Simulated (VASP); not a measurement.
# BP (F-43m) in VASP: a series of runs

Runs on BP. Level: PBEsol. Tasks: dielectric tensor, phonons.

All numbers are computed with VASP 6.6.1; they aren't measurements. Logs are shortened: lines on timing, memory, paths and dates and some standing lists are left out, and cuts for length are marked.

### Step 1. Starting point

The structure is cubic, space group F-43m (No. 216). Conventional cell: a = 4.521 Å, b = 4.521 Å, c = 4.521 Å, α = 90.00°, β = 90.00°, γ = 90.00°. B (site symmetry -43m) is surrounded by 4 P at 1.96 Å. Around P (site symmetry -43m) lie 4 B at 1.96 Å.

### Step 2. Dielectric tensor, PBEsol

INCAR reads:

```
SYSTEM = BP
PREC = Accurate
ENCUT = 600
EDIFF = 1E-8
ISMEAR = 0
SIGMA = 0.03
LREAL = .FALSE.
LASPH = .TRUE.
NELM = 80
ALGO = Normal
ISIF = 2
LWAVE = .FALSE.
LCHARG = .FALSE.
GGA = PS
LEPSILON = .TRUE.
```

KPOINTS reads:

```
regular mesh
0
Monkhorst
  16 16 16
  0 0 0
```

POSCAR reads:

```
BP                                      
1.0
    0.0000000000      2.2605516541      2.2605516541
    2.2605516541      0.0000000000      2.2605516541
    2.2605516541      2.2605516541      0.0000000000
  B               P             
     1     1
Direct
     0.0000000000000000    0.0000000000000000    0.0000000000000000
     0.2500000000000000    0.2500000000000000    0.2500000000000000
```

Potentials or basis: VASP PAW PBE potentials, release 64 (B, P).

Started as:

```sh
cat potpaw_PBE.64/B/POTCAR potpaw_PBE.64/P/POTCAR > POTCAR
mpirun -np 1 vasp_std > vasp.out
```

OUTCAR:

```text
SYSTEM = BP
   PREC = Accurate
   ENCUT = 600
   EDIFF = 1E-8
   ISMEAR = 0
   LREAL = .FALSE.
   LASPH = .TRUE.
   NELM = 80
   ISIF = 2
   GGA = PS
   LEPSILON = .TRUE.

 ion  position               nearest neighbor table
   1  0.000  0.000  0.000-   2 1.96   2 1.96   2 1.96   2 1.96
   2  0.250  0.250  0.250-   1 1.96   1 1.96   1 1.96   1 1.96

  LATTYP: Found a face centered cubic cell.
 ALAT       =     4.5211033082

  Lattice vectors:

 A1 = (   0.0000000000,   2.2605516541,   2.2605516541)
 A2 = (   2.2605516541,   0.0000000000,   2.2605516541)
 A3 = (   2.2605516541,   2.2605516541,   0.0000000000)

Analysis of symmetry for initial positions (statically):
=====================================================================
 Subroutine PRICEL returns:
 Original cell was already a primitive cell.

 Routine SETGRP: Setting up the symmetry group for a
 face centered cubic supercell.

 Subroutine GETGRP returns: Found 24 space group operations
 (whereof 24 operations were pure point group operations)
 out of a pool of 48 trial point group operations.

The static configuration has the point symmetry T_d .

Analysis of symmetry for dynamics (positions and initial velocities):
=====================================================================
 Subroutine PRICEL returns:
 Original cell was already a primitive cell.

 Routine SETGRP: Setting up the symmetry group for a
 face centered cubic supercell.

 Subroutine GETGRP returns: Found 24 space group operations
 (whereof 24 operations were pure point group operations)
 out of a pool of 48 trial point group operations.

The dynamic configuration has the point symmetry T_d .

 Subroutine INISYM returns: Found 24 space group operations
 (whereof 24 operations are pure point group operations),
 and found     1 'primitive' translations

----------------------------------------------------------------------------------------

                                     Primitive cell

  volume of cell :      23.1033

  direct lattice vectors                    reciprocal lattice vectors
     0.000000000  2.260551654  2.260551654    -0.221184948  0.221184948  0.221184948
     2.260551654  0.000000000  2.260551654     0.221184948 -0.221184948  0.221184948
     2.260551654  2.260551654  0.000000000     0.221184948  0.221184948 -0.221184948

  length of vectors
     3.196902808  3.196902808  3.196902808     0.383103568  0.383103568  0.383103568

  position of ions in fractional coordinates (direct lattice)
     0.000000000  0.000000000  0.000000000
     0.250000000  0.250000000  0.250000000

  ion indices of the primitive-cell ions
   primitive index   ion index
                 1           1
                 2           2

----------------------------------------------------------------------------------------

 KPOINTS: regular mesh

Automatic generation of k-mesh.
 Grid dimensions read from file:
 generate k-points for:   16   16   16

 Generating k-lattice:

  Cartesian coordinates                     Fractional coordinates (reciprocal lattice)
    -0.013824059  0.013824059  0.013824059     0.062500000  0.000000000  0.000000000
     0.013824059 -0.013824059  0.013824059     0.000000000  0.062500000  0.000000000
     0.013824059  0.013824059 -0.013824059     0.000000000  0.000000000  0.062500000

  Length of vectors
     0.023943973  0.023943973  0.023943973

  Shift w.r.t. Gamma in fractional coordinates (k-lattice)
     0.500000000  0.500000000  0.500000000

 Subroutine IBZKPT returns following result:
[... 73 lines left out ...]
   LORBIT       =      0    0 simple, 1 ext, 2 COOP (PROOUT), +10 PAW based schemes
   GGA     = PS    functional components
   LHFCALC =     F    Hartree Fock is set to
   AEXX    =    0.0000 exact exchange contribution
   IVDW    =     0    specifies the selected vdW correction
   LEPSILON=     T    determine dielectric tensor
   LRPA    =     F    only Hartree local field effects (RPA)
 non-spin polarized calculation
 Gauss-broadening in eV      SIGMA  =   0.03
  energy-cutoff  :      600.00
  volume of cell :       23.10
 maximum number of plane-waves:       785
 NGX is ok and might be reduce to    28
   NGX = 13   NGY = 13   NGZ = 13

--------------------------------------- Ionic step        1  -------------------------------------------

 number of electron       8.0000000 magnetization

 E-fermi :   7.6505     XC(G=0): -11.0930

 val. band max:        7.5036797448   @ k =   0.0312   0.0312   0.0312
 cond. band min:       8.7093496081   @ k =  -0.4062  -0.4062   0.0312
 fundamental gap:      1.2056698633
 Fermi energy:         7.6505309283

 k-point     1 :       0.0312    0.0312    0.0312
  band No.  band energies     occupation
      1      -8.0424      2.00000
      2       7.3765      2.00000
      3       7.5037      2.00000
      4       7.5037      2.00000
      5      10.9577      0.00000
      6      10.9577      0.00000
      7      10.9842      0.00000
      8      15.1024      0.00000
[... 243 lines left out ...]
 k-point    24 :      -0.4688    0.0938    0.0312
  band No.  band energies     occupation
      1      -4.5768      2.00000
      2      -1.5307      2.00000
      3       5.1189      2.00000
      4       5.5327      2.00000
      5      11.5109      0.00000
      6      12.2614      0.00000
      7      12.7475      0.00000
      8      17.7590      0.00000

 [... further k-points ...]

  FORCE on cell =-STRESS in cart. coord.  units (eV):
  Direction    XX          YY          ZZ          XY          YZ          ZX
  --------------------------------------------------------------------------------------
  -------------------------------------------------------------------------------------
  Total       -0.0000097     -0.0000097     -0.0000097      0.0000000      0.0000000      0.0000000
  in kB       -0.0006741     -0.0006741     -0.0006741      0.0000000      0.0000000      0.0000000
  external PRESSURE =      -0.0006741 kB  Pullay stress =       0.0000000 kB

 VOLUME and BASIS-vectors are now :
 -----------------------------------------------------------------------------
  energy-cutoff  :      600.00
  volume of cell :       23.10
      direct lattice vectors                 reciprocal lattice vectors
     0.000000000  2.260551654  2.260551654    -0.221184948  0.221184948  0.221184948
     2.260551654  0.000000000  2.260551654     0.221184948 -0.221184948  0.221184948
     2.260551654  2.260551654  0.000000000     0.221184948  0.221184948 -0.221184948

 POSITION                                       TOTAL-FORCE (eV/Angst)
 -----------------------------------------------------------------------------------
      0.00000      0.00000      0.00000        -0.000000     -0.000000     -0.000000
      1.13028      1.13028      1.13028         0.000000      0.000000      0.000000
 -----------------------------------------------------------------------------------
    total drift:                               -0.000000     -0.000000      0.000000

  FREE ENERGIE OF THE ION-ELECTRON SYSTEM (eV)
  ---------------------------------------------------
  free  energy   TOTEN  =       -13.6756160761 eV

  energy  without entropy=      -13.6756160761  energy(sigma->0) =      -13.67561608

 HEAD OF MICROSCOPIC STATIC DIELECTRIC TENSOR (INDEPENDENT PARTICLE, excluding Hartree and local field effects)
 ------------------------------------------------------
           9.743346     0.000000    -0.000000
           0.000000     9.743346     0.000000
          -0.000000     0.000000     9.743346
 ------------------------------------------------------

 Free energy of the ion-electron system (eV)
  ---------------------------------------------------
  ---------------------------------------------------
  free energy    TOTEN  =        -0.56576426 eV

  energy without entropy =       -0.56576426

------------------------ aborting loop because EDIFF is reached ----------------------------------------

--------------------------------------- Ionic step        2  -------------------------------------------

------------------------ aborting loop because EDIFF is reached ----------------------------------------

--------------------------------------- Ionic step        3  -------------------------------------------

 Free energy of the ion-electron system (eV)
  ---------------------------------------------------
  ---------------------------------------------------
  free energy    TOTEN  =        -0.56576412 eV

  energy without entropy =       -0.56576412

------------------------ aborting loop because EDIFF is reached ----------------------------------------

 PIEZOELECTRIC TENSOR FIELD DIRECTION 3  (e Angst)
 -----------------------------------------------------------------------------
    -0.00088  0.19361  0.00000           ( -0.00000  0.07332  0.00000)
     0.19361 -0.00088  0.00000           (  0.07332 -0.00000  0.00000)
     0.00000  0.00000  0.00100           (  0.00000  0.00000 -0.00000)

 PIEZOELECTRIC TENSOR FIELD DIRECTION 3  (C/m^2)
 -----------------------------------------------------------------------------
    -0.00061  0.13427  0.00000
     0.13427 -0.00061  0.00000
     0.00000  0.00000  0.00069

 MACROSCOPIC STATIC DIELECTRIC TENSOR (including local field effects in DFT)
 ------------------------------------------------------
           9.335015     0.000000     0.000000
          -0.000000     9.335015     0.000000
           0.000000    -0.000000     9.335015
 ------------------------------------------------------

 PIEZOELECTRIC TENSOR (including local field effects)  for field in x, y, z        (e  Angst)
          XX          YY          ZZ          XY          YZ          ZX
  --------------------------------------------------------------------------------
  x    -0.00000     0.00000     0.00000     0.00000     0.19284     0.00000
  y    -0.00000     0.00000    -0.00000    -0.00000    -0.00000     0.19284
  z     0.00000     0.00000    -0.00000     0.19284     0.00000    -0.00000

 PIEZOELECTRIC TENSOR (including local field effects)  for field in x, y, z        (C/m^2)
          XX          YY          ZZ          XY          YZ          ZX
  --------------------------------------------------------------------------------
  x    -0.00000     0.00000     0.00000     0.00000     0.13373     0.00000
  y    -0.00000     0.00000    -0.00000    -0.00000    -0.00000     0.13373
  z     0.00000     0.00000    -0.00000     0.13373     0.00000    -0.00000

 BORN EFFECTIVE CHARGES (including local field effects) (in |e|, cummulative output)
 ---------------------------------------------------------------------------------
 ion    1
    1    -0.54139     0.00000     0.00000
    2     0.00000    -0.54139     0.00000
    3     0.00000     0.00000    -0.54139
 ion    2
    1     0.54139     0.00000     0.00000
    2     0.00000     0.54139     0.00000
    3     0.00000     0.00000     0.54139
```

Wall time 22 min (1 thread of AMD EPYC 9R45 (Zen 5), shared host); peak memory 1.1 GiB.

What came out:

- Electronic dielectric tensor (diagonal): 9.34
- Born charges (mean of the diagonal): B -0.54; P +0.54 e

Electronic dielectric tensor:
```
9.34 0.00 0.00
0.00 9.34 0.00
0.00 0.00 9.34
```

Born effective charge tensors (e):
atom 1, B
```
-0.54  0.00  0.00
 0.00 -0.54  0.00
 0.00  0.00 -0.54
```
atom 2, P
```
0.54 0.00 0.00
0.00 0.54 0.00
0.00 0.00 0.54
```

Caveat: the PAW data sets were made with another functional, which shifts forces and pressure a little.

### Step 3. Phonons, PBEsol, target pressure -1.5 GPa, at which the enthalpy is minimised

Edit POSCAR of step 2 so:

```diff
@@ -1,2 +1,2 @@
-BP                                      
+BP
 1.0
@@ -5,3 +5,3 @@
     2.2605516541      2.2605516541      0.0000000000
-  B               P             
+  B               P
      1     1
```

INCAR.step1 reads:

```
SYSTEM = BP
PREC = Accurate
ENCUT = 600
EDIFF = 1E-8
ISMEAR = 0
SIGMA = 0.03
LREAL = .FALSE.
LASPH = .TRUE.
NELM = 80
ALGO = Normal
ISIF = 3
LWAVE = .FALSE.
LCHARG = .FALSE.
GGA = PS
PSTRESS = -15.0
IBRION = 2
NSW = 40
EDIFFG = -0.002
```

INCAR.step2 reads:

```
SYSTEM = BP
PREC = Accurate
ENCUT = 600
EDIFF = 1E-8
ISMEAR = 0
SIGMA = 0.03
LREAL = .FALSE.
LASPH = .TRUE.
NELM = 80
ALGO = Normal
ISIF = 2
LWAVE = .FALSE.
LCHARG = .FALSE.
GGA = PS
PSTRESS = -15.0
IBRION = 6
NFREE = 2
POTIM = 0.015
NSW = 1
```

KPOINTS reads:

```
regular mesh
0
G
  10 10 10
  0 0 0
```

Potentials or basis: VASP PAW PBE potentials, release 64 (B, P).

Started as:

```sh
cat potpaw_PBE.64/B/POTCAR potpaw_PBE.64/P/POTCAR > POTCAR
cp INCAR.step1 INCAR
mpirun -np 1 vasp_std > vasp.out
cp CONTCAR POSCAR
cp INCAR.step2 INCAR
mpirun -np 1 vasp_std > vasp.out
```

OUTCAR:

```text
SYSTEM = BP
   PREC = Accurate
   ENCUT = 600
   EDIFF = 1E-8
   ISMEAR = 0
   LREAL = .FALSE.
   LASPH = .TRUE.
   NELM = 80
   ISIF = 2
   GGA = PS
   PSTRESS = -15.0
   IBRION = 6
   NFREE = 2
   POTIM = 0.015
   NSW = 1

 ion  position               nearest neighbor table
   1  0.000  0.000  0.000-   2 1.96   2 1.96   2 1.96   2 1.96
   2  0.250  0.250  0.250-   1 1.96   1 1.96   1 1.96   1 1.96

  LATTYP: Found a face centered cubic cell.
 ALAT       =     4.5346825799

  Lattice vectors:

 A1 = (   0.0000000000,   2.2673412899,   2.2673412899)
 A2 = (   2.2673412899,   0.0000000000,   2.2673412899)
 A3 = (   2.2673412899,   2.2673412899,   0.0000000000)
[... 615 lines left out ...]

  FORCE on cell =-STRESS in cart. coord.  units (eV):
  Direction    XX          YY          ZZ          XY          YZ          ZX
  --------------------------------------------------------------------------------------
  -------------------------------------------------------------------------------------
  Total       -0.2170622     -0.2131838     -0.2131838      0.0000000      0.1139258      0.0000000
  in kB      -14.9181195    -14.6515708    -14.6515708      0.0000000      7.8298238      0.0000000
  external PRESSURE =       0.2595796 kB  Pullay stress =     -15.0000000 kB
[... 21 lines left out ...]
  energy  without entropy=      -13.6722139305  energy(sigma->0) =      -13.67221393

  enthalpy is  TOTEN    =       -13.8904675039 eV   P V=       -0.2182535734

 INTERNAL STRAIN TENSORS FROM DISPLACED ATOMS
 ============================================

 INTERNAL STRAIN TENSOR FOR ION    1 for displacements in x,y,z  (eV/Angst):
          X           Y           Z          XY          YZ          ZX
  --------------------------------------------------------------------------------
  x    -0.00000     0.00000     0.00000     0.00000     7.60420     0.00000
  y     0.00000    -0.00000     0.00000     0.00000     0.00000     7.60420
  z     0.00000     0.00000    -0.00000     7.60420     0.00000     0.00000

 INTERNAL STRAIN TENSOR FOR ION    2 for displacements in x,y,z  (eV/Angst):
          X           Y           Z          XY          YZ          ZX
  --------------------------------------------------------------------------------
  x     0.00000    -0.00000    -0.00000     0.00000    -7.59775     0.00000
  y    -0.00000    -0.00000    -0.00000     0.00000     0.00000    -7.59775
  z    -0.00000    -0.00000     0.00000    -7.59775     0.00000     0.00000

 Eigenvectors and eigenvalues of the dynamical matrix
 ----------------------------------------------------

   1 f  =   24.071455 THz   151.245412 2PiTHz  802.937308 cm-1    99.551494 meV
             X         Y         Z           dx          dy          dz
      0.000000  0.000000  0.000000     0.000000    0.860974    0.000000
      1.133671  1.133671  1.133671     0.000000   -0.508648    0.000000
[... 21 lines left out ...]
   6 f/i=    0.000167 THz     0.001048 2PiTHz    0.005565 cm-1     0.000690 meV
             X         Y         Z           dx          dy          dz
      0.000000  0.000000  0.000000    -0.507306    0.004123   -0.036696
      1.133671  1.133671  1.133671    -0.858702    0.006980   -0.062115

 ELASTIC MODULI CONTR FROM IONIC RELAXATION (kBar)
 Direction    XX          YY          ZZ          XY          YZ          ZX
 --------------------------------------------------------------------------------
 XX          -0.0000      0.0000      0.0000     -0.0000      0.0000     -0.0000
 YY           0.0000     -0.0000     -0.0000     -0.0000     -0.0000      0.0000
 ZZ           0.0000     -0.0000     -0.0000      0.0000     -0.0000     -0.0000
 XY          -0.0000     -0.0000      0.0000   -208.9900      0.0000      0.0000
 YZ           0.0000     -0.0000     -0.0000      0.0000   -208.9900      0.0000
 ZX          -0.0000      0.0000     -0.0000      0.0000      0.0000   -208.9900
 --------------------------------------------------------------------------------
```

OUTCAR.step1:

```text
SYSTEM = BP
   PREC = Accurate
   ENCUT = 600
   EDIFF = 1E-8
   ISMEAR = 0
   LREAL = .FALSE.
   LASPH = .TRUE.
   NELM = 80
   ISIF = 3
[... 561 lines left out ...]
  -------------------------------------------------------------------------------------
  Total       -0.2175283     -0.2175283     -0.2175283      0.0000000      0.0000000      0.0000000
  in kB      -14.9501540    -14.9501540    -14.9501540      0.0000000      0.0000000      0.0000000
  external PRESSURE =       0.0498460 kB  Pullay stress =     -15.0000000 kB
[... 21 lines left out ...]
  energy  without entropy=      -13.6742802923  energy(sigma->0) =      -13.67428029

  enthalpy is  TOTEN    =       -13.8925338657 eV   P V=       -0.2182535734

 reached required accuracy - stopping structural energy minimisation
```

OSZICAR.step1:

```text
N       E                     dE             d eps       ncg     rms          rms(c)
DAV:   1     0.116715491335E+02    0.11672E+02   -0.44050E+03   752   0.101E+03
DAV:   2    -0.141089265713E+02   -0.25780E+02   -0.24297E+02  1144   0.117E+02
DAV:   3    -0.144069539063E+02   -0.29803E+00   -0.29803E+00   888   0.167E+01
DAV:   4    -0.144076602921E+02   -0.70639E-03   -0.70639E-03  1200   0.877E-01
[... 27 lines left out ...]
DAV:   4    -0.136742802375E+02    0.51040E-05   -0.75328E-06   968   0.203E-02    0.153E-02
DAV:   5    -0.136742800550E+02    0.18257E-06   -0.17213E-06  1040   0.923E-03    0.721E-03
DAV:   6    -0.136742802815E+02   -0.22651E-06   -0.38082E-08   840   0.163E-03    0.668E-04
DAV:   7    -0.136742803004E+02   -0.18898E-07   -0.37397E-09   416   0.399E-04    0.202E-04
DAV:   8    -0.136742802923E+02    0.81061E-08   -0.33436E-10   376   0.171E-04
   3 F= -.13892534E+02 E0= -.13892534E+02  d E =-.970060E-03
```

Wall time 74 s (1 thread of AMD EPYC 9R45 (Zen 5), shared host); peak memory 0.18 GiB.

What came out:

- Relaxed volume: 11.66 Å³/atom
- Relaxed cell: a = 3.207 Å, b = 3.207 Å, c = 3.207 Å, α = 60.00°, β = 60.00°, γ = 60.00°
- Space group after relaxing (to 0.05 Å): F-43m (No. 216)
- Highest phonon frequency at Γ, LO-TO splitting left out: 803 cm⁻¹

The path:
| step | energy change (eV) | largest force (eV/Å) | pressure (GPa) | volume (Å³) |
| --- | --- | --- | --- | --- |
| 1 | 0.0000 | 0.0000 | 0.00 | 23.10 |
| 2 | 0.0030 | 0.0000 | -2.57 | 23.47 |
| 3 | 0.0010 | 0.0000 | -1.50 | 23.31 |

Final structure:
```
B P
1.0
     0.00000    2.26734    2.26734
     2.26734    0.00000    2.26734
     2.26734    2.26734    0.00000
B P
1 1
Cartesian
  0.0000 0.0000 0.0000
  1.1337 1.1337 1.1337
```

Phonon frequencies in cm⁻¹ (negative: imaginary):
| q point | frequencies |
| --- | --- |
| (0.000, 0.000, 0.000) | 0 0 0 803 803 803 |

Caveat: the PAW data sets were made with another functional, which shifts forces and pressure a little.
